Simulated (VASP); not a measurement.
# BaHfO3 with LDA: from relaxation to properties

Aim: relax BaHfO3, then compute properties on the relaxed cell. The steps: relaxing cell and atoms (LDA), second relaxation, single point with fields (LDA), band structure (LDA), total and projected DOS (LDA), field gradients at the nuclei (LDA), independent-particle dielectric function (LDA) and bands along the symmetry lines (LDA), changed input. The start is a computed cell from the Materials Project.

Calculated with VASP 6.6.1; LDA; plane waves and PAW (Ba_sv, Hf_pv, O).

## Step 1: Starting point

Before any relaxation, the start is as follows. It takes space group P4mm (No. 99, tetragonal). Conventional cell: a = 4.170 Å, b = 4.170 Å, c = 4.170 Å, α = 90.00°, β = 90.00°, γ = 90.00°. Nearest to Ba lie 12 O at 2.94 to 2.96 Å. Nearest to Hf lie 6 O at 2.08 to 2.09 Å. Nearest to O lie 2 Hf at 2.08 Å and 4 Ba at 2.94 to 2.96 Å. O has 2 Hf at 2.08 to 2.09 Å and 4 Ba at 2.95 Å nearest. Farther neighbours and most contacts between anions are not listed.

## Step 2: Relaxing cell and atoms (LDA)

Properties are meant for the cell that this level of theory prefers, so cell and atoms are relaxed first (ISIF = 3) until forces and stress are small; EDIFFG sets the threshold. LDA, the lowest rung, knows the local density alone.

Input file INCAR:

```
SYSTEM = BaHfO3
PREC = Accurate
ENCUT = 520
EDIFF = 1E-06
NELM = 100
ISMEAR = 0
SIGMA = 0.05
LREAL = .FALSE.
ALGO = Normal
GGA = CA
NBANDS = 25
LASPH = .TRUE.
LORBIT = 11
LWAVE = .FALSE.
LCHARG = .FALSE.
KPAR = 4
IBRION = 2
NSW = 60
ISIF = 3
EDIFFG = -0.01
```

Input file POSCAR:

```
BaHfO3
1.0
    4.1695667999      0.0000000000      0.0000000000
    0.0000000000      4.1695667999      0.0000000000
    0.0000000000      0.0000000000      4.1703766343
Ba Hf O
1 1 3
Direct
    0.5000000000      0.5000000000      0.9964249600
    0.0000000000      0.0000000000      0.4978753300
    0.0000000000      0.5000000000      0.4988901400
    0.5000000000      0.0000000000      0.4988901400
    0.0000000000      0.0000000000      0.9979412200
```

Input file KPOINTS:

```
Automatic mesh
0
Gamma
7 7 7
0 0 0
```

Potentials, in the order of the species: Ba_sv, Hf_pv and O (LDA family, release 64).

The run is started by

```
> mpirun -np 4 vasp_std
```

The log of the run:

```text
[banner, memory and clock lines left out]
running    4 mpi-ranks, on    1 nodes
 distrk:  each k-point on    1 cores,    4 groups
 distr:  one band on    1 cores,    1 groups

 POSCAR found type information on POSCAR BaHfO
 POSCAR found :  3 types and       5 ions
 LDA part: xc-table for (Slater(with rela. corr.)+CA(PZ))
 , standard interpolation
 POSCAR, INCAR and KPOINTS ok, starting setup
 FFT: planning ... GRIDC
 FFT: planning ... GRID_SOFT
 FFT: planning ... GRID
 WAVECAR not read
 entering main loop
       N       E                     dE             d eps       ncg     rms          rms(c)
DAV:   1     0.209666030632E+03    0.20967E+03   -0.20527E+04  2000   0.146E+03
DAV:   2    -0.431383193562E+02   -0.25280E+03   -0.24540E+03  2569   0.329E+02
DAV:   3    -0.541634101776E+02   -0.11025E+02   -0.10988E+02  2606   0.674E+01
DAV:   4    -0.544431609823E+02   -0.27975E+00   -0.27953E+00  3020   0.794E+00
DAV:   5    -0.544453159264E+02   -0.21549E-02   -0.21546E-02  2558   0.629E-01    0.611E+01
DAV:   6    -0.479463401311E+02    0.64990E+01   -0.36487E+01  2212   0.344E+01    0.540E+01
DAV:   7    -0.476971388452E+02    0.24920E+00   -0.23076E+00  2685   0.954E+00    0.337E+01
DAV:   8    -0.476265193321E+02    0.70620E-01   -0.31364E-01  2474   0.425E+00    0.570E+00
DAV:   9    -0.476114197023E+02    0.15100E-01   -0.63857E-02  2324   0.168E+00    0.205E+00
DAV:  10    -0.476108168075E+02    0.60289E-03   -0.77291E-03  2563   0.529E-01    0.739E-01
DAV:  11    -0.476106860130E+02    0.13079E-03   -0.82336E-04  2455   0.173E-01    0.244E-02
DAV:  12    -0.476106881124E+02   -0.20994E-05   -0.52690E-05  2622   0.457E-02    0.130E-01
DAV:  13    -0.476106875601E+02    0.55231E-06   -0.43409E-06  2496   0.136E-02
   1 F= -.47610688E+02 E0= -.47610688E+02  d E =-.476107E+02
 curvature:   0.00 expect dE= 0.000E+00 dE for cont linesearch  0.000E+00
 trial: gam= 0.00000 g(F)=  0.571E-04 g(S)=  0.209E+00 ort = 0.000E+00 (trialstep = 0.100E+01)
 search vector abs. value=  0.209E+00
 bond charge predicted
       N       E                     dE             d eps       ncg     rms          rms(c)
DAV:   1    -0.489020794266E+02   -0.12914E+01   -0.33693E+01  2048   0.428E+01    0.196E+01
DAV:   2    -0.477814518120E+02    0.11206E+01   -0.51506E+00  2075   0.138E+01    0.440E+00
DAV:   3    -0.476074372183E+02    0.17401E+00   -0.35278E-01  2592   0.429E+00    0.335E+00
DAV:   4    -0.475735291341E+02    0.33908E-01   -0.16148E-01  2453   0.252E+00    0.262E+00
DAV:   5    -0.475739891486E+02   -0.46001E-03   -0.68856E-03  2821   0.448E-01    0.403E+00
DAV:   6    -0.475748074696E+02   -0.81832E-03   -0.65178E-03  2538   0.452E-01    0.452E-01
DAV:   7    -0.475747792911E+02    0.28179E-04   -0.38483E-04  2469   0.126E-01    0.335E-01
DAV:   8    -0.475747750431E+02    0.42480E-05   -0.83923E-06  2693   0.160E-02    0.327E-01
DAV:   9    -0.475746838314E+02    0.91212E-04   -0.34904E-04  2521   0.124E-01    0.189E-01
DAV:  10    -0.475746661440E+02    0.17687E-04   -0.74149E-05  2408   0.574E-02    0.113E-01
DAV:  11    -0.475746664063E+02   -0.26226E-06   -0.25345E-06  2070   0.103E-02
   2 F= -.47574666E+02 E0= -.47574666E+02  d E =0.360212E-01
[...]
3 F= -.47657617E+02 E0= -.47657617E+02  d E =-.469296E-01
[...]
4 F= -.47657623E+02 E0= -.47657623E+02  d E =-.469358E-01
[...]
5 F= -.47657657E+02 E0= -.47657657E+02  d E =-.331581E-04
[...]
6 F= -.47657670E+02 E0= -.47657670E+02  d E =-.465596E-04
[...]
7 F= -.47657694E+02 E0= -.47657694E+02  d E =-.242450E-04
 trial-energy change:   -0.000024  1 .order   -0.000024   -0.000037   -0.000012
 step:   1.3322(harm=  1.3322)  dis= 0.00160  next Energy=   -47.657697 (dE=-0.272E-04)
 bond charge predicted
       N       E                     dE             d eps       ncg     rms          rms(c)
DAV:   1    -0.476577041771E+02   -0.10065E-04   -0.14937E-03  2008   0.262E-01    0.547E-02
DAV:   2    -0.476576982198E+02    0.59573E-05   -0.60752E-05  2475   0.508E-02    0.147E-02
DAV:   3    -0.476576967594E+02    0.14603E-05   -0.26529E-06  2184   0.114E-02    0.999E-03
DAV:   4    -0.476576964812E+02    0.27826E-06   -0.11475E-06  1220   0.736E-03
   8 F= -.47657696E+02 E0= -.47657696E+02  d E =-.265776E-04
 curvature:  -0.95 expect dE=-0.452E-04 dE for cont linesearch -0.137E-07
 trial: gam= 1.24945 g(F)=  0.914E-05 g(S)=  0.384E-04 ort =-0.918E-06 (trialstep = 0.424E+00)
 search vector abs. value=  0.136E-03
 reached required accuracy - stopping structural energy minimisation
```

It took 25 s on 4 MPI ranks of Intel Xeon 6975P-C (Granite Rapids), shared host; peak memory 0.85 GiB; 97 s of CPU time.

Lines that name or quote the potential files are left out of all logs, and their timing lines are given in words.

OUTCAR, selected parts (step 2):

```text
ion  position               nearest neighbor table
   1  0.500  0.500  0.996-   3 2.94   4 2.94   4 2.94   3 2.94   5 2.95   5 2.95   5 2.95   5 2.95
                             3 2.96   4 2.96   4 2.96   3 2.96   2 3.61   2 3.61   2 3.61   2 3.61
   2  0.000  0.000  0.498-   3 2.08   4 2.08   3 2.08   4 2.08   5 2.08   5 2.09   1 3.61   1 3.61
                             1 3.61   1 3.61   1 3.61   1 3.61   1 3.61   1 3.61
   3  0.000  0.500  0.499-   2 2.08   2 2.08   1 2.94   1 2.94   1 2.96   1 2.96
   4  0.500  0.000  0.499-   2 2.08   2 2.08   1 2.94   1 2.94   1 2.96   1 2.96
   5  0.000  0.000  0.998-   2 2.08   2 2.09   1 2.95   1 2.95   1 2.95   1 2.95

  LATTYP: Found a simple tetragonal cell.
 ALAT       =     4.1695667999
 C/A-ratio  =     1.0001942251

 Subroutine GETGRP returns: Found  8 space group operations
 (whereof  8 operations were pure point group operations)

The static configuration has the point symmetry C_4v.

 Found     40 irreducible k-points:

   k-points           NKPTS =     40   k-points in BZ     NKDIM =     40   number of bands    NBANDS=     25

   dimension x,y,z NGX =    32 NGY =   32 NGZ =   32
   dimension x,y,z NGXF=    64 NGYF=   64 NGZF=   64

   ENCUT  =  520.0 eV  38.22 Ry    6.18 a.u.   7.75  7.75  7.75*2*pi/ulx,y,z

   NELECT =      38.0000    total number of electrons

 k-points in reciprocal lattice and weights: Automatic mesh
   0.00000000  0.00000000  0.00000000       0.003
   0.14285714  0.00000000  0.00000000       0.012
   0.28571429  0.00000000  0.00000000       0.012
   0.42857143  0.00000000  0.00000000       0.012
   0.14285714  0.14285714  0.00000000       0.012
   0.28571429  0.14285714  0.00000000       0.023
   0.42857143  0.14285714  0.00000000       0.023
   0.28571429  0.28571429  0.00000000       0.012
   0.42857143  0.28571429  0.00000000       0.023
[...]
0.42857143  0.28571429  0.42857143       0.047
   0.42857143  0.42857143  0.42857143       0.023

 average (electrostatic) potential at core
       1 -33.7831       2 -37.8744       3 -71.6213       4 -71.6213       5 -71.6213

 E-fermi :   2.5638

 k-point     1 :       0.0000    0.0000    0.0000
  band No.  band energies     occupation
    ...
     15       1.3367      2.00000
     16       1.3368      2.00000
     17       2.2203      2.00000
     18       2.2203      2.00000
     19       2.2205      2.00000
     20       5.8595      0.00000
     21       5.8598      0.00000
     22       5.8598      0.00000
     23       6.9840      0.00000
     24       6.9842      0.00000
    ...

 k-point     2 :       0.1429    0.0000    0.0000
  band No.  band energies     occupation
    ...
     15       1.1294      2.00000
     16       1.1631      2.00000
     17       1.6715      2.00000
     18       2.1353      2.00000
     19       2.1355      2.00000
     20       5.9517      0.00000
     21       6.3844      0.00000
     22       6.3846      0.00000
     23       7.3432      0.00000
     24       7.3479      0.00000
    ...

 k-point     3 :       0.2857    0.0000    0.0000
  band No.  band energies     occupation
    ...
     15       0.7878      2.00000
     16       0.8216      2.00000
     17       0.9184      2.00000
     18       2.0009      2.00000
     19       2.0010      2.00000
     20       6.1866      0.00000
     21       7.5611      0.00000
     22       7.5611      0.00000
     23       8.1484      0.00000
     24       8.2494      0.00000
    ...

  Total       -0.0375774     -0.0375774     -0.0339996      0.0000000      0.0000000      0.0000000
  in kB       -0.8591024     -0.8591024     -0.7773065      0.0000000      0.0000000      0.0000000
  external PRESSURE =      -0.8318371 kB  Pullay stress =       0.0000000 kB

  energy-cutoff  :      520.00
  volume of cell :       70.08
      direct lattice vectors                 reciprocal lattice vectors
     4.122874108  0.000000000  0.000000000     0.242549244  0.000000000  0.000000000
     0.000000000  4.122874108  0.000000000     0.000000000  0.242549244 -0.000000000
     0.000000000  0.000000000  4.122794537     0.000000000 -0.000000000  0.242553926

 POSITION                                       TOTAL-FORCE (eV/Angst)
 -----------------------------------------------------------------------------------
      2.06144      2.06144      4.11210        -0.000000      0.000000      0.005533
      0.00000      4.12287      2.05182        -0.000000      0.000000      0.009263
      0.00000      2.06144      2.05489        -0.000000     -0.000000     -0.004840
      2.06144      0.00000      2.05489        -0.000000     -0.000000     -0.004840
      4.12287      0.00000      4.11494         0.000000     -0.000000     -0.005115
 -----------------------------------------------------------------------------------
    total drift:                                0.000000     -0.000000      0.001819

  FREE ENERGIE OF THE ION-ELECTRON SYSTEM (eV)
  ---------------------------------------------------
  free  energy   TOTEN  =       -47.6576964812 eV

  energy  without entropy=      -47.6576964812  energy(sigma->0) =      -47.65769648

 reached required accuracy - stopping structural energy minimisation

 total charge
# of ion       s       p       d       tot
------------------------------------------
    1        2.002   5.623   0.304   7.929
    2        0.354   6.790   1.607   8.751
    3        1.548   3.492   0.000   5.040
    4        1.548   3.492   0.000   5.040
    5        1.548   3.492   0.000   5.040
--------------------------------------------------
tot          6.999  22.890   1.911  31.800

[... 3 further parts left out ...]
```

The gap is read on the k-mesh alone, so it is an upper bound where the band edges lie off the mesh. Harder data sets than Ba_sv and Hf_pv exist (the GW ones), and pressures, volumes and forces can shift noticeably with them. The run keeps the 8 symmetry operations of its start, so it cannot find a distortion of lower symmetry.

Relaxation path:

| step | energy less that of the first step (eV) | largest force (eV/Å) | pressure (GPa) | volume (Å³) |
| --- | --- | --- | --- | --- |
| 1 | 0.0000 | 0.0188 | -5.94 | 72.50 |
| 2 | 0.0360 | 0.0270 | 9.03 | 67.01 |
| 3 | -0.0469 | 0.0227 | -0.04 | 70.08 |
| 4 | -0.0469 | 0.0228 | 0.03 | 70.03 |
| 5 | -0.0470 | 0.0174 | 0.04 | 70.03 |
| 6 | -0.0470 | 0.0162 | 0.04 | 70.03 |
| 7 | -0.0470 | 0.0109 | -0.04 | 70.06 |
| 8 | -0.0470 | 0.0093 | -0.08 | 70.08 |

```csv
"conventional cell, symmetrised",before,after,change
a (Å),4.170,4.123,-1.1 %
b (Å),4.170,4.123,-1.1 %
c (Å),4.170,4.123,-1.1 %
volume (Å³/atom),14.50,14.02,-3.3 %
```

The relaxed structure:

```xyz
5
Lattice="4.1229 0.0000 0.0000 0.0000 4.1229 0.0000 0.0000 0.0000 4.1228" Properties=species:S:1:pos:R:3 pbc="T T T"
Ba    2.0614    2.0614    4.1121
Hf    0.0000    0.0000    2.0518
O     0.0000    2.0614    2.0549
O     2.0614    0.0000    2.0549
O     0.0000    0.0000    4.1149
```

This step gave:

* electrons: 38
* bands: 25
* irreducible k-points: 40
* symmetry operations: 8
* free energy (TOTEN): -47.66 eV
* Fermi energy: 2.564 eV
* pressure: -0.08318 GPa
* metallic: no
* valence top at k: 0.4286, 0.4286, 0.4286
* conduction bottom at k: 0, 0, 0
* least direct gap at k: 0, 0, 0
* SCF cycles over all ionic steps: 56
* gap on the k-mesh: 3.531 eV
* least direct gap on the k-mesh: 3.639 eV

It ends with a largest force of 0.009 eV/Å and a pressure of -0.08 GPa.

## Step 3: Second relaxation

A relaxation keeps the plane waves of the cell it began with, so it is repeated from the new cell, on a basis made for it.

INCAR is that of step 2.

Input file POSCAR:

```
BaHfO3
1.0
    4.1228475800      0.0000000000      0.0000000000
    0.0000000000      4.1228475800      0.0000000000
    0.0000000000      0.0000000000      4.1228475800
Ba Hf O
1 1 3
Direct
    0.5000000000      0.5000000000      0.5000000000
    0.0000000000      0.0000000000      0.0000000000
    0.0000000000      0.5000000000      0.0000000000
    0.5000000000      0.0000000000      0.0000000000
    0.0000000000      0.0000000000      0.5000000000
```

KPOINTS is that of step 2.

The cell reached was symmetrised within 0.01 Å before this step, which raises the operations from 8 to 48, which the run then keeps.

The run is started by

```
> mpirun -np 4 vasp_std
```

The log of the run:

```text
[... set-up lines as in an earlier step ...]
 entering main loop
       N       E                     dE             d eps       ncg     rms          rms(c)
DAV:   1     0.224886004317E+03    0.22489E+03   -0.20936E+04  1000   0.147E+03
DAV:   2    -0.421846840161E+02   -0.26707E+03   -0.26009E+03  1288   0.335E+02
DAV:   3    -0.540896858787E+02   -0.11905E+02   -0.11867E+02  1283   0.705E+01
DAV:   4    -0.544329724383E+02   -0.34329E+00   -0.34308E+00  1479   0.847E+00
DAV:   5    -0.544350671579E+02   -0.20947E-02   -0.20944E-02  1275   0.677E-01    0.658E+01
DAV:   6    -0.479592561924E+02    0.64758E+01   -0.35391E+01  1086   0.349E+01    0.570E+01
DAV:   7    -0.477319933500E+02    0.22726E+00   -0.21901E+00  1339   0.951E+00    0.339E+01
DAV:   8    -0.476674732592E+02    0.64520E-01   -0.23723E-01  1203   0.380E+00    0.523E+00
DAV:   9    -0.476560737292E+02    0.11400E-01   -0.51559E-02  1170   0.152E+00    0.208E+00
DAV:  10    -0.476554838748E+02    0.58985E-03   -0.68690E-03  1241   0.516E-01    0.673E-01
DAV:  11    -0.476553772350E+02    0.10664E-03   -0.76912E-04  1253   0.173E-01    0.451E-02
DAV:  12    -0.476553774942E+02   -0.25922E-06   -0.54375E-05  1282   0.464E-02    0.127E-01
DAV:  13    -0.476553769513E+02    0.54289E-06   -0.43263E-06  1211   0.137E-02
   1 F= -.47655377E+02 E0= -.47655377E+02  d E =-.476554E+02
 curvature:   0.00 expect dE= 0.000E+00 dE for cont linesearch  0.000E+00
 trial: gam= 0.00000 g(F)=  0.000E+00 g(S)=  0.374E-04 ort = 0.000E+00 (trialstep = 0.100E+01)
 search vector abs. value=  0.374E-04
 reached required accuracy - stopping structural energy minimisation
```

Wall time 3.6 s (4 MPI ranks); peak memory 0.69 GiB.

OUTCAR, selected parts (step 3):

```text
  LATTYP: Found a simple cubic cell.
 ALAT       =     4.1228475800

 Subroutine GETGRP returns: Found 48 space group operations
 (whereof 48 operations were pure point group operations)

The static configuration has the point symmetry O_h .

 Found     20 irreducible k-points:

   k-points           NKPTS =     20   k-points in BZ     NKDIM =     20   number of bands    NBANDS=     25

   ENCUT  =  520.0 eV  38.22 Ry    6.18 a.u.   7.67  7.67  7.67*2*pi/ulx,y,z

   NELECT =      38.0000    total number of electrons

 E-fermi :   2.5919

 k-point     1 :       0.0000    0.0000    0.0000
  band No.  band energies     occupation
    ...
     15       1.3369      2.00000
     16       1.3369      2.00000
     17       2.2206      2.00000
     18       2.2206      2.00000
     19       2.2206      2.00000
     20       5.8597      0.00000
     21       5.8597      0.00000
     22       5.8597      0.00000
     23       6.9841      0.00000
     24       6.9841      0.00000
    ...

 k-point     2 :       0.1429    0.0000    0.0000
  band No.  band energies     occupation
    ...
     15       1.1295      2.00000
     16       1.1633      2.00000
     17       1.6717      2.00000
     18       2.1356      2.00000
     19       2.1356      2.00000
     20       5.9515      0.00000
     21       6.3845      0.00000
     22       6.3845      0.00000
     23       7.3433      0.00000
     24       7.3479      0.00000
    ...

  Total       -0.0359425     -0.0359425     -0.0359425      0.0000000      0.0000000     -0.0000000
  in kB       -0.8217250     -0.8217250     -0.8217250      0.0000000      0.0000000     -0.0000000
  external PRESSURE =      -0.8217250 kB  Pullay stress =       0.0000000 kB

  energy-cutoff  :      520.00
  volume of cell :       70.08
      direct lattice vectors                 reciprocal lattice vectors
     4.122847580  0.000000000  0.000000000     0.242550805  0.000000000  0.000000000
     0.000000000  4.122847580  0.000000000     0.000000000  0.242550805  0.000000000
     0.000000000  0.000000000  4.122847580     0.000000000  0.000000000  0.242550805

 POSITION                                       TOTAL-FORCE (eV/Angst)
 -----------------------------------------------------------------------------------
      2.06142      2.06142      2.06142         0.000000      0.000000      0.000000
      0.00000      0.00000      0.00000         0.000000      0.000000      0.000000
      0.00000      2.06142      0.00000         0.000000      0.000000      0.000000
      2.06142      0.00000      0.00000         0.000000      0.000000      0.000000
      0.00000      0.00000      2.06142         0.000000      0.000000      0.000000
 -----------------------------------------------------------------------------------
    total drift:                                0.000000      0.000000     -0.000000

  FREE ENERGIE OF THE ION-ELECTRON SYSTEM (eV)
  ---------------------------------------------------
  free  energy   TOTEN  =       -47.6553769513 eV

  energy  without entropy=      -47.6553769513  energy(sigma->0) =      -47.65537695

 total charge
# of ion       s       p       d       tot
------------------------------------------
    1        2.002   5.623   0.304   7.929
    2        0.354   6.790   1.607   8.751
    3        1.549   3.492   0.000   5.041
    4        1.549   3.492   0.000   5.041
    5        1.549   3.492   0.000   5.041
--------------------------------------------------
tot          7.002  22.889   1.911  31.802

[... 2 parts as in an earlier step ...]

[... 7 further parts left out ...]
```

CONTCAR:

```
BaHfO3
   1.00000000000000
     4.1228475800000002    0.0000000000000000    0.0000000000000000
     0.0000000000000000    4.1228475800000002    0.0000000000000000
     0.0000000000000000    0.0000000000000000    4.1228475800000002
  Ba              Hf              O
     1     1     3
Direct
     0.5000000000000000    0.5000000000000000    0.5000000000000000
     0.0000000000000000    0.0000000000000000    0.0000000000000000
     0.0000000000000000    0.5000000000000000    0.0000000000000000
     0.5000000000000000    0.0000000000000000    0.0000000000000000
     0.0000000000000000    0.0000000000000000    0.5000000000000000
```

The run keeps the 48 symmetry operations of its start, so it cannot find a distortion of lower symmetry.

Little changed from the start: no atom moved by 0.005 Å and no cell edge by 0.1 %.

Numbers from this step:

```yaml
irreducible_k_points: 20
symmetry_operations: 48
fermi_energy: 2.592 eV
pressure: -0.08217 GPa
scf_cycles_over_all_ionic_steps: 13
```

It ends with forces that vanish by symmetry and a pressure of -0.08 GPa. The volume moved by under 0.01 %: the run met its threshold at the first step.

[end of part 1 of 4]

[Lines on the potential files, build, host, timing and source positions are cut from VASP's logs without a mark.]

[Logs are printed without paths, hosts, clocks, repeated set-up lines and the standing remarks that a program may print on its own settings, such as how far it seeks lower states.]

[Hosts, paths, dates, database ids (printed as entryN), source tags and the programs' standing remarks are cut or masked in the printed files.]

[A measured line is paired with the nearest computed mode of its activity, which favours agreement.]
